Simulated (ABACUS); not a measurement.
# Cr (P-1) in ABACUS: settings compared, part 2 of 2

ABACUS 3.10.1.

## 5. Single point, WC, collinear spin, ferromagnetic start

File run_abacus.py:

```python
"""ABACUS run from a structure file: ASE reads it, the script writes STRU, KPT and INPUT."""
import re
import subprocess
from ase.io import read
from ase.units import Bohr

atoms = read("POSCAR")
atoms = atoms[(-atoms.numbers).argsort(kind="stable")]  # ABACUS lists atoms element by element
pseudo = {'Cr': 'Cr_ONCV_PBE-1.2.upf'}
orbital = {}
magmoms = [3.0]
kmesh = [13, 13, 13]
params = {
    'suffix': 'Cr',
    'calculation': 'scf',
    'basis_type': 'pw',
    'pseudo_dir': './',
    'symmetry': 1,
    'dft_functional': 'wc',
    'ecutwfc': 95,
    'pseudo_rcut': 7,
    'nspin': 2,
    'nbands': 13,
    'ks_solver': 'dav',
    'smearing_method': 'fd',
    'smearing_sigma': 0.00367493,
    'scf_thr': 1e-08,
    'scf_nmax': 100,
    'mixing_type': 'broyden',
    'mixing_beta': 0.4,
    'cal_force': 1,
    'cal_stress': 1,
    'kpar': 4,
}

symbols = atoms.get_chemical_symbols()
elements = list(dict.fromkeys(symbols))
lines = ["ATOMIC_SPECIES"] + [f"{e} {atoms.get_masses()[symbols.index(e)]:.4f} {pseudo[e]}" for e in elements]
if orbital:
    lines += ["", "NUMERICAL_ORBITAL"] + [orbital[e] for e in elements]
lines += ["", "LATTICE_CONSTANT", f"{1 / Bohr:.10f}", "", "LATTICE_VECTORS"]
lines += [" ".join(f"{x:.10f}" for x in v) for v in atoms.cell]
lines += ["", "ATOMIC_POSITIONS", "Direct"]
for e in elements:
    lines += ["", e, "0.0", str(symbols.count(e))]
    for i, p in enumerate(atoms.get_scaled_positions(wrap=False)):
        if symbols[i] == e:
            mag = "" if magmoms is None else " mag " + " ".join(str(x) for x in (magmoms[i] if isinstance(magmoms[i], list) else [magmoms[i]]))
            lines.append(" ".join(f"{x:.10f}" for x in p) + " 1 1 1" + mag)
open("STRU", "w").write("\n".join(lines) + "\n")
open("KPT", "w").write("K_POINTS\n0\nGamma\n%d %d %d 0 0 0\n" % tuple(kmesh))
open("INPUT", "w").write("INPUT_PARAMETERS\n" + "".join(f"{k:<20s}{v}\n" for k, v in params.items()))

done = subprocess.run(['mpirun', '-np', '4', 'abacus'])
if done.returncode:
    raise SystemExit(done.returncode)
log = open("OUT.Cr/running_scf.log").read()
print("final energy (eV):", re.findall(r"FINAL_ETOT_IS (\S+)", log))
```

File POSCAR:

```
Cr
1.0
   -1.4943366600      1.5452007300      1.3932153400
    1.5696721600     -1.4509560800      1.3743061900
    1.4063430800      1.3629625000     -1.2989706900
Cr
1
Direct
    0.0000000000      0.0000000000      0.0000000000
```

Potentials or basis: SG15 ONCV 1.2 PBE, plane waves.

Started as:

```console
OMP_NUM_THREADS=1 python run_abacus.py > log
```

running log:

```text
ABACUS v3.10.1

               Atomic-orbital Based Ab-initio Computation at UStc

 ------------------------------------------------------------------------------------

 READING GENERAL INFORMATION
                           global_out_dir = OUT.Cr/
                           global_in_card = INPUT
                               pseudo_dir = ./
                              orbital_dir =
                                    DSIZE = 4
                                    GSIZE = 1

 READING UNITCELL INFORMATION
                                    ntype = 1
                  lattice constant (Bohr) = 1.88973
              lattice constant (Angstrom) = 1

 READING ATOM TYPE 1
                               atom label = Cr
                      L=0, number of zeta = 1
                      L=1, number of zeta = 1
                      L=2, number of zeta = 1
             number of atom for this type = 1
               magnetization of element 1 = 3

                        TOTAL ATOM NUMBER = 1
DIRECT COORDINATES
    atom                   x                   y                   z     mag                  vx                  vy                  vz
taud_Cr1            0.0000000000        0.0000000000        0.0000000000  3.0000        0.0000000000        0.0000000000        0.0000000000

                          Volume (Bohr^3) = 80.5972
                             Volume (A^3) = 11.9433

 Lattice vectors: (Cartesian coordinate: in unit of a_0)
             -1.49434             +1.5452            +1.39322
             +1.56967            -1.45096            +1.37431
             +1.40634            +1.36296            -1.29897
 Reciprocal vectors: (Cartesian coordinate: in unit of 2 pi/a_0)
         +0.000973068           +0.332547           +0.349983
            +0.327052         -0.00152715           +0.352483
            +0.347063           +0.355059          -0.0215386
 The esolver type has been set to : ksdft_pw

                PAO radial cut off (Bohr) = 7

 Read in pseudopotential file is Cr_ONCV_PBE-1.2.upf
                     pseudopotential type = NC
          exchange-correlation functional = PBE
                 nonlocal core correction = 0
                        valence electrons = 14
                                     lmax = 2
                           number of zeta = 0
[... 5 lines left out ...]
                           L of projector = 2
                           L of projector = 2
 XC functional updated to : wc
          exchange-correlation functional = WC
     initial pseudo atomic orbital number = 0
 The readin total magnetization is 3

 SETUP THE ELECTRONS NUMBER
            electron number of element Cr = 14
      total electron number of element Cr = 14
            AUTOSET number of electrons:  = 14
                           occupied bands = 7
                                   NBANDS = 13
                                   NLOCAL = 9

%%%%%%%%%%%%%%%%%%%%%%%%%%%%%%%%%%%%%%%%%%%%%%%%%%%%%%%%%%%%%%%%%%%%%%%%%%%%%%%%%%%%%%%%%%%%%%%%%%%%%%%%%%
 Warning: the number of valence electrons in pseudopotential > 6 for Cr: [Ar] 3d5 4s1
 Pseudopotentials with additional electrons can yield (more) accurate outcomes, but may be less efficient.
 If you're confident that your chosen pseudopotential is appropriate, you can safely ignore this warning.
%%%%%%%%%%%%%%%%%%%%%%%%%%%%%%%%%%%%%%%%%%%%%%%%%%%%%%%%%%%%%%%%%%%%%%%%%%%%%%%%%%%%%%%%%%%%%%%%%%%%%%%%%%

 SETUP THE PLANE WAVE BASIS
 energy cutoff for charge/potential (unit:Ry) = 380
            fft grid for charge/potential = [ 32, 30, 27 ]
                        fft grid division = [ 1, 1, 1 ]
        big fft grid for charge/potential = [ 32, 30, 27 ]
                                     nbxx = 25920
                                     nrxx = 25920

 SETUP PLANE WAVES FOR CHARGE/POTENTIAL
[... 85 lines left out ...]
                       right hand lattice = 1
                        ROTATION MATRICES = 2
                               nkstot_ibz = 1099
K-POINTS REDUCTION ACCORDING TO SYMMETRY
     IBZ    DIRECT_X    DIRECT_Y    DIRECT_Z  WEIGHT  ibz2bz
       1  0.00000000  0.00000000  0.00000000  0.0005       0
       2  0.07692308  0.00000000  0.00000000  0.0009       1
       3  0.15384615  0.00000000  0.00000000  0.0009       2
       4  0.23076923  0.00000000  0.00000000  0.0009       3
       5  0.30769231  0.00000000  0.00000000  0.0009       4
       6  0.38461538  0.00000000  0.00000000  0.0009       5
[... 22 lines left out ...]
      29  0.38461538 -0.15384615  0.00000000  0.0009      34
      30  0.30769231 -0.15384615  0.00000000  0.0009      35
[... 1069 further k points ...]

                               nkstot now = 1099
[... K-POINTS DIRECT COORDINATES: 1099 rows ...]

           k-point number in this process = 275
       minimum distributed K point number = 274
[... stars of the k points ...]
                             nks(nspin=2) = 550
                          nkstot(nspin=2) = 2198

[... K-POINTS CARTESIAN COORDINATES: 550 rows ...]

[... K-POINTS DIRECT COORDINATES: 550 rows ...]

 SETUP PLANE WAVES FOR WAVE FUNCTIONS
     energy cutoff for wavefunc (unit:Ry) = 95
              fft grid for wave functions = [ 32, 30, 27 ]
                    number of plane waves = 1879
                         number of sticks = 213

 PARALLEL PW FOR WAVE FUNCTIONS
     PROC   COLUMNS(POT)             PW
        1            213           1879
 --------------- sum -------------------
        1            213           1879

 SETUP NONLOCAL PSEUDOPOTENTIALS IN PLANE WAVE BASIS
 Cr non-local projectors:
 projector 1 L=0
 projector 2 L=0
 projector 3 L=1
 projector 4 L=1
 projector 5 L=2
 projector 6 L=2
      TOTAL NUMBER OF NONLOCAL PROJECTORS = 18

 Init Non-Local PseudoPotential table :
 Init Non-Local-Pseudopotential done.

                                     npwx = 1277

 -------------------------------------------
 SELF-CONSISTENT
 -------------------------------------------
                                 init_chg = atomic

 PW ALGORITHM --------------- ION=   1  ELEC=   1--------------------------------
          total magnetism (Bohr mag/cell) = 0.844628
       absolute magnetism (Bohr mag/cell) = 0.850824
                        nelec for spin up = 7.42231
                      nelec for spin down = 6.57769
[... 129 lines left out ...]
 Density error is 2.60861487275e-09
                          Error Threshold = 1.57347023102e-10
----------------------------------------------------------
     Energy           Rydberg                 eV
----------------------------------------------------------
 E_KohnSham     -166.8386388897      -2269.9561354644
 E_KS(sigma->0) -166.8384419127      -2269.9534554549
 E_Harris       -166.8383791074      -2269.9526009454
 E_band         -10.6761024644       -145.2558259473
 E_one_elec     -48.9446910608       -665.9266852765
 E_Hartree      31.1894776423        424.3546135794
 E_xc           -18.1929287296       -247.5274940306
 E_Ewald        -130.8901027876      -1780.8512097177
 E_entropy(-TS) -0.0003939540        -0.0053600190
 E_descf        0.0000000000         0.0000000000
 E_exx          0.0000000000         0.0000000000
 E_Fermi        1.4266228926         19.4102002368
----------------------------------------------------------

 charge density convergence is achieved
 final etot is -2269.9561355 eV
 EFERMI = 19.410200237 eV

 STATE ENERGY(eV) AND OCCUPATIONS    NSPIN == 2
SPIN UP :
 1/275 kpoint (Cartesian) = 0.0000 0.0000 0.0000 (1269 pws)
       1       -52.6863    0.000455166
       2       -23.2551    0.000455166
       3       -23.2137    0.000455166
       4       -23.0097    0.000455166
       5        11.1496    0.000455166
       6        17.8025    0.000455166
       7        18.6572    0.000455166
       8        18.9751    0.000455091
       9        20.3589    2.61657e-12
      10        20.8637    1.07981e-16
      11        39.7736        0.00000
      12        41.8508        0.00000
      13        42.7824        0.00000
[... 61 lines left out ...]
 6/275 kpoint (Cartesian) = 0.00037426 0.12790 0.13461 (1255 pws)
       1       -52.5504    0.000910332
       2       -23.8918    0.000910332
       3       -23.4163    0.000910332
       4       -23.0677    0.000910332
       5        14.6963    0.000910332
       6        16.6960    0.000910332
       7        18.6513    0.000910332
       8        20.8889    1.30316e-16
       9        21.1524    6.70805e-19
      10        21.6635    2.43735e-23
      11        30.4092        0.00000
      12        36.2059        0.00000
      13        41.0825        0.00000

[... levels at 544 further k points ...]

------------------------------------------------------------------------------------------
 TOTAL-FORCE (eV/Angstrom)
------------------------------------------------------------------------------------------
                       Cr1         0.0000000000         0.0000000000         0.0000000000
------------------------------------------------------------------------------------------

----------------------------------------------------------------
 TOTAL-STRESS (KBAR)
----------------------------------------------------------------
      -453.2752010647        67.5960042505       -54.2334223282
        67.5960042505      -391.5465016604       -61.7028834048
       -54.2334223282       -61.7028834048      -223.6930909707
----------------------------------------------------------------
 TOTAL-PRESSURE: -356.171598 KBAR

 --------------------------------------------
 !FINAL_ETOT_IS -2269.9561354644479252 eV
 --------------------------------------------
```

It took 67 s on 4 MPI ranks of Intel Xeon 6975P-C (Granite Rapids), shared host; peak memory 0.88 GiB.

What came out:

| Property | Result |
| --- | --- |
| Free energy | -2269.9561 eV |
| Pressure | -35.6 GPa |
| Band gap on the k mesh | none (metal or under the smearing width) |
| Net moment | 0.00 μB per cell |
| Absolute moment | 0.00 μB per cell |

Stress tensor (GPa, compression positive):
```
-45.33   6.76  -5.42
  6.76 -39.15  -6.17
 -5.42  -6.17 -22.37
```

Caveat: the starting moments collapsed, and a magnetic state may lie lower; a pressure of tens of GPa on the cell as given is suspect, and the run, the potentials or the cell itself is likely at fault; the potentials were made for another functional, which shifts forces and pressure.
